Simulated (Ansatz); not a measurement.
## SnO2: from supercell energies to defect levels (Sr on the Sn site)

These are results of Ansatz, DFT PBE, scalar-relativistic, plane waves, PAW, not measurements. Settings: 420 eV cutoff, 2×2×2 k-mesh, shifted by half a step, Gaussian smearing of 0.01 eV, collinear spin in charge -1 alone.

Host crystal, relaxed:

```
Sn O
1.0
     4.82652    0.00000    0.00000
     0.00000    4.82837    0.00000
     0.00000    0.00000    3.23817
Sn O
2 4
Cartesian
  2.4133 2.4142 1.6191
  0.0000 0.0000 0.0000
  1.4793 1.4807 0.0000
  3.8926 0.9335 1.6191
  0.9339 3.8949 1.6191
  3.3472 3.3477 0.0000
```

The Sr on the Sn site was set at (0.500, 0.500, 0.500) of the host cell, in a supercell of 48 sites (604 Å³), relaxed at fixed cell in each charge q. The host's Kohn–Sham gap is 0.68 eV and its static dielectric constant 13.0 (mean). For each charge: the supercell's free energy over the neutral one with q electrons exchanged at the valence band top, F(q) − F(0) + qE_v; the image-charge term; and the term that aligns the potential far from the defect with the host's.

```csv
q,F(q) − F(0) + qE_v (eV),image charge (eV),alignment (eV)
0,0.000,0.000,0.000
-1,-0.284,0.191,0.027
-2,-0.353,0.763,-0.154
```

Problem. Add the terms and find the levels between neighbouring charges, ε(q/q′) = [A(q′) − A(q)]/(q − q′), with and without the two corrections.

Solution. A(q): 0.000 eV for 0, -0.066 eV for -1, 0.256 eV for -2.
```json
{"level": "(0/-1)", "corrected (eV over E_v)": "-0.07", "uncorrected (eV)": "-0.28"}
{"level": "(-1/-2)", "corrected (eV over E_v)": "0.32", "uncorrected (eV)": "-0.07"}
```

As a check, a point charge in a simple cubic cell of this volume has q²αe²/(2εL) = 0.186 q² eV (e² = 14.40 eV Å, α = 2.837, L = 8.45 Å); the shape of the real cell and the anisotropy of ε can change it somewhat. The term grows as q², so it pushes donor levels down and acceptor levels up.

Problem. Which of these charges is lowest with the Fermi level at the valence band top, at mid-gap and at the conduction band bottom?

Solution. The line A(q) + qE_F that lies lowest gives the charge: -1 at E_F = 0.00 eV, -2 at E_F = 0.34 eV, -2 at E_F = 0.68 eV. (0/-1) falls outside this Kohn–Sham gap, so the change of charge isn't reached within it; the real gap is usually wider and may hold a localised level, while a level that comes from a carrier in the host's bands only marks the band edge and moves with it. In charge -1 the cell has partly filled levels, from a carrier spread over the host's bands, a defect level that the small cell broadens into a band, or a degenerate defect level that the symmetric start can't split, so the levels beside it are doubtful. In charge 0 the extra carrier sits in the host's bands, sampled away from their edge; a term of -0.06 eV would put the level beside it at that edge (it also undoes corrections that don't apply to a spread carrier) and isn't included above. Charges beyond those computed could lie lower near the band edges.

Problem. The neutral defect forms at 2.81 eV with atoms taken from and returned to the elements. What are the formation energies at those three Fermi levels, and what share of sites would hold the defect at 1200 K with E_F at mid-gap, if the host still stood at that temperature?

Solution. E_f = E_f(0) + A(q) + qE_F = 2.74, 2.38, 1.70 eV. In the dilute limit the share is exp(−E_f/k_BT) = exp(−2.383/0.1034) = 9.8×10⁻¹¹, leaving out degeneracy and vibrational entropy. Both elements stand at their elemental potentials, a limit that the host or competing compounds often put out of reach. The small cell and the narrow Kohn–Sham gap leave errors of tenths of an eV or more, which change the share by orders of magnitude.